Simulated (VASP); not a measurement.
# The (2 1 1) face of Li (space group 229): relaxation and electronic structure, part 2 of 2

Aim: model the (2 1 1) face of Li (space group 229) by a slab and find how far its highest filled level lies below the vacuum.

VASP 6.6.1; PBE with D3(BJ); plane waves and PAW (Li).

So far. Step 2 (Relaxing the slab): The run ended after 12 ionic steps, 0.101 eV below its first step, once the forces on the free atoms met EDIFFG = -0.03.

### 3. Potential and states of the slab

A static run writes the electrostatic potential without exchange and correlation (LVHAR), which is flat in the vacuum and gives the level to count from. The dipole correction cancels the field that unlike faces would set up across the vacuum.

INCAR

```
SYSTEM = Li
PREC = Normal
ENCUT = 300
EDIFF = 1E-06
NELM = 120
ISMEAR = 0
SIGMA = 0.05
LREAL = .FALSE.
ALGO = Fast
GGA = PE
IVDW = 12
NBANDS = 24
LORBIT = 11
LWAVE = .FALSE.
LCHARG = .TRUE.
LASPH = .TRUE.
IDIPOL = 3
LDIPOL = .TRUE.
DIPOL = 0.5 0.5 0.5
LVHAR = .TRUE.
LVACPOTAV = .TRUE.
LELF = .TRUE.
NEDOS = 1500
```

POSCAR

```
Li
1.0
    5.8195156884      0.0000000000      0.0000000000
   -7.4066563307      2.5917898158      0.0000000000
    0.0000000000      0.0000000000     26.0286600801
Li
8
Direct
    0.7802662294      0.7802662294      0.6758332752
    0.3477068152      0.8477068152      0.6296562168
    0.1077989923      0.1077989923      0.5759483527
    0.7500000000      0.2500000000      0.5275209270
    0.4166666670      0.4166666670      0.4724790730
    0.0588676737      0.5588676737      0.4240516473
    0.8189598518      0.8189598518      0.3703437832
    0.3864004376      0.8864004376      0.3241667248
```

KPOINTS

```
Automatic mesh
0
Gamma
12 12 1
0 0 0
```

KPOINTS_OPT

```
Line mode
14
Line-mode
Reciprocal
  0.00000000   0.00000000   0.00000000 GAMMA
 -0.50000000   0.50000000   0.00000000 X

 -0.50000000   0.50000000   0.00000000 X
  0.00000000  -0.50000000   0.00000000 S

  0.00000000  -0.50000000   0.00000000 S
  0.50000000  -1.00000000   0.00000000 Y

  0.50000000  -1.00000000   0.00000000 Y
  0.00000000   0.00000000   0.00000000 GAMMA

  0.00000000   0.00000000   0.00000000 GAMMA
  0.00000000  -0.50000000   0.00000000 S
```

PAW data sets: Li (PBE family, release 64).

Launch:

```
$ mpirun -np 4 vasp_std
```

The program printed:

```text
[banner, memory and clock lines left out]
running    4 mpi-ranks, on    1 nodes
 distrk:  each k-point on    4 cores,    1 groups
 distr:  one band on    1 cores,    4 groups

 POSCAR found type information on POSCAR Li
 POSCAR found :  1 types and       8 ions
 LDA part: xc-table for (Slater+PW92), standard interpolation
 POSCAR, INCAR and KPOINTS ok, starting setup
 FFT: planning ... GRIDC
 FFT: planning ... GRID_SOFT
 FFT: planning ... GRID
 WAVECAR not read
 entering main loop
       N       E                     dE             d eps       ncg     rms          rms(c)
DAV:   1    -0.627052258499E+01   -0.62705E+01   -0.14425E+03  2352   0.130E+02
DAV:   2    -0.154096670882E+02   -0.91391E+01   -0.86836E+01  3168   0.258E+01
DAV:   3    -0.158548469562E+02   -0.44518E+00   -0.43938E+00  3136   0.488E+00
DAV:   4    -0.158730167676E+02   -0.18170E-01   -0.18163E-01  3160   0.101E+00
DAV:   5    -0.158742486717E+02   -0.12319E-02   -0.12319E-02  3624   0.260E-01    0.195E+00
RMM:   6    -0.145226601091E+02    0.13516E+01   -0.84754E-02  2751   0.438E-01    0.118E+00
RMM:   7    -0.143225449429E+02    0.20012E+00   -0.22123E-02  2910   0.252E-01    0.580E-01
RMM:   8    -0.142110032339E+02    0.11154E+00   -0.27615E-02  3163   0.269E-01    0.407E-01
RMM:   9    -0.142365406016E+02   -0.25537E-01   -0.74309E-03  2727   0.141E-01    0.288E-01
RMM:  10    -0.141934511699E+02    0.43089E-01   -0.88506E-03  3121   0.150E-01    0.137E-01
RMM:  11    -0.141972533142E+02   -0.38021E-02   -0.15749E-03  2946   0.710E-02    0.378E-02
RMM:  12    -0.141978730332E+02   -0.61972E-03   -0.82636E-04  3058   0.535E-02    0.267E-02
RMM:  13    -0.141994621610E+02   -0.15891E-02   -0.35256E-04  3013   0.338E-02    0.100E-02
RMM:  14    -0.141996156221E+02   -0.15346E-03   -0.89061E-05  3189   0.183E-02    0.734E-03
RMM:  15    -0.141998071018E+02   -0.19148E-03   -0.39918E-05  3216   0.121E-02    0.317E-03
RMM:  16    -0.141998331044E+02   -0.26003E-04   -0.67112E-06  2924   0.586E-03    0.228E-03
RMM:  17    -0.141998654155E+02   -0.32311E-04   -0.71861E-06  3298   0.409E-03    0.163E-03
RMM:  18    -0.141999205228E+02   -0.55107E-04   -0.32269E-06  3058   0.271E-03    0.747E-04
RMM:  19    -0.141999448710E+02   -0.24348E-04   -0.12761E-06  3090   0.177E-03    0.565E-04
RMM:  20    -0.141999501224E+02   -0.52514E-05   -0.30245E-07  2988   0.103E-03    0.146E-04
RMM:  21    -0.141999502160E+02   -0.93557E-07   -0.60059E-08  2572   0.623E-04
|                                                                             |
|           W    W    AA    RRRRR   N    N  II  N    N   GGGG   !!!           |
|           W    W   A  A   R    R  NN   N  II  NN   N  G    G  !!!           |
|           W    W  A    A  R    R  N N  N  II  N N  N  G       !!!           |
|           W WW W  AAAAAA  RRRRR   N  N N  II  N  N N  G  GGG   !            |
|           WW  WW  A    A  R   R   N   NN  II  N   NN  G    G                |
|           W    W  A    A  R    R  N    N  II  N    N   GGGG   !!!           |
|                                                                             |
|     Did not find any points to average over, which means that no vacuum     |
|     field-free region was found. Please increase the size of  your cell     |
|     in the dimension of the dipole correction to obtain accurate            |
|     workfunction values.                                                    |
|                                                                             |

   1 F= -.15276251E+02 E0= -.15273231E+02  d E =-.604002E-02
 Start KPOINTS_OPT (optional k-point list driver)
k-point batch [1-49\70]
       N       E                     dE             ncg
DAV:   1    -0.523462245810E+03   -0.79488E+04     2352
DAV:   2    -0.957404645479E+03   -0.43394E+03     3160
DAV:   3    -0.979306893940E+03   -0.21902E+02     3152
DAV:   4    -0.979708891771E+03   -0.40200E+00     2888
DAV:   5    -0.979721487159E+03   -0.12595E-01     3176
DAV:   6    -0.979722197067E+03   -0.70991E-03     3104
DAV:   7    -0.979722217172E+03   -0.20105E-04     3112
DAV:   8    -0.979722218152E+03   -0.97960E-06     2168
k-point batch [50-70\70]
       N       E                     dE             ncg
DAV:   1     0.561543151173E+04   -0.21852E+04     1008
DAV:   2     0.545831084186E+04   -0.15712E+03     1296
DAV:   3     0.545048661052E+04   -0.78242E+01     1328
DAV:   4     0.545032171666E+04   -0.16489E+00     1232
DAV:   5     0.545031487126E+04   -0.68454E-02     1368
DAV:   6     0.545031443908E+04   -0.43218E-03     1312
DAV:   7     0.545031443304E+04   -0.60365E-05     1344
DAV:   8     0.545031443286E+04   -0.17504E-06      904
```

Wall time 2.2 min (4 MPI ranks of Intel Xeon 6975P-C (Granite Rapids), shared host); peak memory 0.93 GiB.

Parts of OUTCAR (step 3):

```text
 Found     49 irreducible k-points:

   k-points           NKPTS =     49   k-points in BZ     NKDIM =     49   number of bands    NBANDS=     24

   NELECT =       8.0000    total number of electrons

 E-fermi :  -1.5162

 k-point     1 :       0.0000    0.0000    0.0000
  band No.  band energies     occupation
      1      -4.9251      2.00000
      2      -4.4202      2.00000
      3      -3.5246      2.00000
      4      -2.4216      2.00000
      5      -1.4170      0.00498
      6      -1.2699      0.00000
      7      -0.6553      0.00000
      8      -0.2296      0.00000
      9       0.5286      0.00000
    ...

 k-point     2 :       0.0833    0.0000    0.0000
  band No.  band energies     occupation
      1      -4.7142      2.00000
      2      -4.2094      2.00000
      3      -3.3121      2.00000
      4      -2.2063      2.00000
      5      -1.8062      2.00000
      6      -1.2603      0.00000
      7      -1.2018      0.00000
      8      -0.4196      0.00000
      9       0.1975      0.00000
     10       0.7173      0.00000
    ...

 Edisp (eV)   -1.07630

  Total      -1.52776    -1.23967    -0.17394    -0.28227    -0.22233     0.13615
  in kB      -6.23485    -5.05916    -0.70988    -1.15194    -0.90734     0.55563
  external pressure =       -4.00 kB  Pullay stress =        0.00 kB

 POSITION                                       TOTAL-FORCE (eV/Angst)
 -----------------------------------------------------------------------------------
     -1.23839      2.02229     17.59103         0.008931     -0.014584     -0.010417
     -4.25519      2.19708     16.38911         0.006102     -0.009964     -0.009240
     -0.17109      0.27939     14.99116        -0.003750      0.006124      0.009323
      2.51297      0.64795     13.73066         0.019701     -0.032172     -0.033533
     -0.66131      1.07991     12.29800        -0.019701      0.032172      0.033533
     -3.79676      1.44847     11.03750         0.003750     -0.006124     -0.009323
     -1.29980      2.12257      9.63955        -0.006102      0.009964      0.009240
     -4.31660      2.29736      8.43763        -0.008931      0.014584      0.010417
 -----------------------------------------------------------------------------------
    total drift:                                0.000052     -0.000003     -0.000002

  FREE ENERGIE OF THE ION-ELECTRON SYSTEM (eV)
  ---------------------------------------------------
  free  energy   TOTEN  =       -15.2762510420 eV

  energy  without entropy=      -15.2702110190  energy(sigma->0) =      -15.27323103

 vacuum level on the upper side and lower side of the slab         1.507         1.507

[... 9 parts as in an earlier step ...]

[... 6 further parts left out ...]
```

Numbers from this step:

| Item | Value |
| --- | --- |
| electronic cycles | 21 |
| DOS at the Fermi level | 4.813 states/eV/cell |
| vacuum levels | 1.507, 1.507 eV |
| work functions of the upper and lower face | 3.023, 3.023 eV |

The electronic bands at the labelled points (eV, zero at the Fermi level; # counts the bands kept):

| point | #1 | #2 | #3 | #4 | #5 | #6 | #7 | #8 |
| --- | --- | --- | --- | --- | --- | --- | --- | --- |
| Γ | -3.41 | -2.90 | -2.01 | -0.91 | 0.10 | 0.25 | 0.86 | 1.29 |
| 0.46 of the way | -3.17 | -2.66 | -1.77 | -0.80 | -0.64 | -0.25 | 0.31 | 0.63 |
| X | -2.28 | -2.28 | -1.77 | -1.77 | -0.85 | -0.85 | 0.20 | 0.20 |
| 0.54 of the way | -1.39 | -1.39 | -0.89 | -0.89 | 0.04 | 0.04 | 1.21 | 1.21 |
| S | 0.23 | 0.23 | 0.56 | 0.56 | 0.94 | 0.94 | 1.50 | 1.50 |
| 0.54 of the way | -0.25 | -0.14 | 0.14 | 0.31 | 0.66 | 1.08 | 2.13 | 2.85 |
| Y | -0.46 | -0.32 | -0.09 | 0.16 | 0.53 | 1.12 | 2.48 | 3.25 |
| 0.46 of the way | -2.53 | -2.03 | -1.12 | 0.01 | 1.10 | 1.40 | 2.01 | 2.32 |
| Γ | -3.41 | -2.90 | -2.01 | -0.91 | 0.10 | 0.25 | 0.86 | 1.29 |
| 0.46 of the way | -2.52 | -2.01 | -1.11 | -0.12 | 0.06 | 0.45 | 1.09 | 1.36 |
| S | 0.23 | 0.23 | 0.56 | 0.56 | 0.94 | 0.94 | 1.50 | 1.50 |

The density of states has structure finer than the step of the table below, so its rows give means over 0.25 eV, whole bins alone (the curve runs from -4.04 to 7.94 eV). Peaks (eV: height): total 4.055: 9.03, 4.339: 8.66, 4.529: 8.03, 4.907: 8.34, 5.381: 9.23, 5.712: 8.09, 6.185: 7.83; Li s -2.525: 0.465, -0.773: 0.472, -0.537: 0.407, 3.345: 0.496, 3.676: 0.400, 4.055: 0.448, 4.339: 0.411; Li p 0.457: 1.25, 0.978: 1.06, 4.055: 1.11, 5.428: 1.06, 5.759: 1.05, 6.801: 1.05, 7.132: 1.04.

Means over bins of 0.048 eV. Density of states against energy, zero at the Fermi level; means over each step; values in states/eV/cell:

```csv
energy (eV),total,Li s,Li p
-3.75,0,0,0
-3.50,0.122,0.0236,8.3e-4
-3.25,0.782,0.147,0.0103
-3.00,1.03,0.183,0.0255
-2.75,1.48,0.252,0.0495
-2.50,1.87,0.302,0.0825
-2.25,1.53,0.232,0.0880
-2.00,2.36,0.335,0.152
-1.75,2.36,0.316,0.170
-1.50,2.65,0.330,0.225
-1.25,2.51,0.289,0.241
-1.00,2.45,0.258,0.260
-0.75,3.51,0.331,0.387
-0.50,3.76,0.318,0.458
-0.25,3.05,0.225,0.423
0.00,4.28,0.260,0.638
0.25,4.48,0.197,0.717
0.50,5.35,0.198,0.906
0.75,4.07,0.108,0.756
1.00,4.58,0.114,0.863
1.25,3.20,0.0853,0.538
1.50,4.17,0.0964,0.724
1.75,3.11,0.0737,0.521
2.00,3.52,0.0755,0.625
2.25,2.82,0.0488,0.498
2.50,2.72,0.0452,0.481
2.75,1.54,0.0267,0.272
3.00,2.75,0.0751,0.376
3.25,5.26,0.320,0.579
3.50,5.45,0.302,0.497
3.75,6.50,0.349,0.663
4.00,7.34,0.370,0.891
4.25,7.20,0.341,0.721
4.50,6.51,0.284,0.753
4.75,5.27,0.214,0.612
5.00,6.92,0.228,0.857
5.25,6.88,0.214,0.904
5.50,6.38,0.199,0.813
5.75,6.94,0.260,0.881
6.00,6.51,0.278,0.791
6.25,6.81,0.303,0.793
6.50,5.91,0.312,0.885
6.75,5.70,0.294,0.811
7.00,4.02,0.233,0.597
7.25,4.57,0.238,0.822
7.50,3.40,0.171,0.609
7.75,2.46,0.142,0.542
```

The planar average of the electrostatic potential oscillates, so the rows of the table below give means over windows of 1.28 Å about each position, cut where the curve ends. Its maxima inside the range that stand out by 2 % of the span (Å: eV): 9.1: -0.647, 10.3: 0.336, 11.6: -0.184, 13.0: 0.434, 14.4: -0.184, 15.7: 0.336, 17.0: -0.647. Its minima: 8.5: -1.23, 9.5: -0.991, 11.0: -0.838, 12.2: -0.822, 13.8: -0.822, 15.0: -0.838, 16.5: -0.991, 17.5: -1.23.

Zero at the Fermi level. Planar average of the electrostatic potential against height; means over each step:

```
height (Å)  planar average of the electrostatic potential (eV)
      0.64                                                3.02
      1.92                                                3.02
      3.20                                                3.02
      4.48                                                3.02
      5.76                                                2.95
      7.04                                                2.29
      8.32                                              -0.493
      9.60                                              -0.633
     10.88                                              -0.371
     12.16                                              -0.464
     13.44                                              -0.275
     14.72                                              -0.508
     16.00                                              -0.347
     17.28                                              -0.891
     18.56                                                1.53
     19.84                                                2.86
     21.12                                                3.01
     22.40                                                3.02
     23.68                                                3.02
     24.96                                                3.02
```

Density of states in the PAW spheres, an atom over height of the layer and energy from the Fermi level.

Ten even steps from '0' (0.000 states/eV) to '9' (0.142 states/eV), each cell a mean:
```
99888899
77788777
66677666
55555555
44555544
44444444
34444443
23322332
12322321
01222210
00000000
00000000
00000000
00000000
00000000
00000000
00000000
00000000
00000000
00000000
00000000
00000000
```
Columns: height of the layer (Å) from 8.4 to 17.6 (not evenly spaced); rows upwards: energy from the Fermi level (eV) from -7.9 to 0.5.

Valence density in the ca plane at fractional y = 0.819, with atoms of Li within 0.2 Å of it. It is the smooth field of the valence electrons, not physical close to the nuclei.

Ten even steps from '0' (0.000 e/Å³) to '9' (0.060 e/Å³), each cell a mean:
```
01234566667899887888998889999754321100000000
01124554446889888888888889998533221100000000
01123443335789888888887778997433221100000000
01123444445899988888887668998543221100000000
01234566667899998888887668999764321100000000
01234678888999998888887778999875431100000000
01235789999888998888988889999876421100000000
01245789999878889888999999988875421000000000
11235689998766788888899988766664321000000000
11223468998656788888899986544554321000000000
11223347998766788888899986433444321000000000
11223347999877888888889986444444321000000000
01223468999888898888889987655654321000000000
01234679999989998888889998888765321000000000
01235689999999888888889999999875421100000000
01235678889999888888899999999875421100000000
```
Columns run along c (16.0 Å, from fractional 0.25 to 0.87 of the cell), rows up along a (5.8 Å). Atoms in or near the plane, at fractional coordinates: Li at (0.68, 0.78), Li at (0.63, 0.35), Li at (0.37, 0.82), Li at (0.32, 0.39).

Electrostatic potential energy in the ca plane at fractional y = 0.819, with atoms of Li within 0.2 Å of it. With pseudopotentials it is smooth inside the atoms' cores, unlike the true potential.

Ten even steps from '0' (-18 eV) to '9' (2 eV), each cell a mean:
```
99999986557899888899999999998644688999999999
99999862004799888899998889986200378999999999
99999860002789988999987778886100268999999999
99999862004799999999987667886200478999999999
99999975346899999999987667888645688999999999
99999988778999999999987778999888889999999999
99999999999888999999998889999999999999999999
99998889998877899999999998888999999999999999
99876678998766789999999998656899999999999999
98762136887645789999999986202689999999999999
98740005888656799999899984000489999999999999
98740005898877899998889985000589999999999999
98863247899989999988889987434789999999999999
99887678999999999998899998877899999999999999
99998889999999999999999999998889999999999999
99999988889999988899999999999877889999999999
```
Columns run along c (16.0 Å, from fractional 0.25 to 0.87 of the cell; values clipped at the 3rd and 97th percentile), rows up along a (5.8 Å). Atoms in or near the plane, at fractional coordinates: Li at (0.68, 0.78), Li at (0.63, 0.35), Li at (0.37, 0.82), Li at (0.32, 0.39).

ELF in the ca plane at fractional y = 0.819, with atoms of Li within 0.2 Å of it. It is the smooth field of the valence electrons, not physical close to the nuclei.

Values, 9 rows by 16 columns, each cell a mean:
```
0.25 0.48 0.31 0.17 0.55 0.50 0.51 0.64 0.55 0.62 0.40 0.10 0.20 0.10 0.02 0.09
0.20 0.36 0.10 0.02 0.48 0.56 0.58 0.59 0.27 0.48 0.21 0.01 0.12 0.10 0.02 0.02
0.26 0.49 0.34 0.19 0.56 0.64 0.63 0.56 0.20 0.48 0.49 0.26 0.29 0.12 0.02 0.02
0.37 0.67 0.71 0.57 0.55 0.63 0.64 0.61 0.47 0.58 0.73 0.69 0.45 0.13 0.02 0.04
0.36 0.54 0.66 0.59 0.27 0.51 0.64 0.63 0.62 0.44 0.51 0.61 0.38 0.10 0.01 0.00
0.20 0.09 0.21 0.49 0.13 0.45 0.63 0.60 0.60 0.12 0.09 0.39 0.26 0.07 0.01 0.00
0.15 0.03 0.14 0.56 0.38 0.57 0.60 0.53 0.58 0.10 0.08 0.39 0.27 0.07 0.01 0.00
0.27 0.34 0.52 0.67 0.61 0.64 0.57 0.54 0.62 0.44 0.50 0.61 0.38 0.10 0.01 0.00
0.33 0.62 0.69 0.61 0.64 0.58 0.54 0.62 0.65 0.66 0.70 0.60 0.40 0.12 0.02 0.01
```
Columns run along c (16.0 Å, from fractional 0.25 to 0.87 of the cell), rows up along a (5.8 Å). Atoms in or near the plane, at fractional coordinates: Li at (0.68, 0.78), Li at (0.63, 0.35), Li at (0.37, 0.82), Li at (0.32, 0.39).

The density of states holds every band computed, so its fall toward the upper end of the range is no gap.

The map of layer states is cut here 0.5 eV above the Fermi level, so it leaves out the states above that.

The vacuum level lies 3.02 eV above the Fermi level at the upper face; both faces agree, as the slab has next to no dipole.

The program found no field-free point at its default tolerance, but its printed level agrees with the flat part of the planar average.

On this mesh the fine structure of the density of states is sampling noise, and high empty states may be cut by the number of bands.

### 4. Derived quantities

This step: slab, PBE + D3(BJ); plane waves and PAW (VASP 6.6.1).

No new run; the numbers come from the runs before.

### 5. What came out

- work function of the slab: 3.02 eV

In words: The work function is 3.02 eV at both faces. The atom that ends on top (Li) moved inwards by 0.44 Å. The cell in the plane was kept as given and was not relaxed here.

[Lines on the potential files, build, host, timing and source positions are cut from VASP's logs without a mark.]

[Logs are printed without paths, hosts, clocks, repeated set-up lines and the standing remarks that a program may print on its own settings, such as how far it seeks lower states.]

[Hosts, paths, dates, database ids (printed as entryN), source tags and the programs' standing remarks are cut or masked in the printed files.]

[In band tables of VASP the shares of atoms and orbitals are scaled to a sum of 1 inside the atoms' spheres.]

[Runs that stopped without an error message from VASP are left out.]
